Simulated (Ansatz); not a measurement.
Crystal: Sb.

```
CELL_PARAMETERS angstrom
3.16000 0.00000 0.00000
0.00000 3.16000 0.00000
0.00000 0.00000 3.16000
ATOMIC_POSITIONS crystal
Sb 0.00000 0.00000 0.00000
```

This isn't the form of Sb at room conditions, which is rhombohedral.

Base run:

| Item | Value |
| --- | --- |
| Program | Ansatz 0.2.0 |
| Functional | PBE |
| Potentials or basis | all-electron LAPW, scalar-relativistic |
| Cutoff | 184 eV (chosen from the basis error) |
| Basis error allowed | 0.001 eV/atom |
| k mesh | 8 × 8 × 8 |
| Occupations | gaussian, width 0.1 eV |
| Spin | no spin polarisation |

Its results: band gap on the k mesh none (metal or under the smearing width); pressure -2.2 GPa.

Problem. The run is repeated on the same cell with these changes: functional from PBE to LDA. What comes out?

Solution. Band gap on the k mesh none (metal or under the smearing width); pressure -5.7 GPa.

LDA binds more tightly than PBE, so the same cell stands under less pressure.
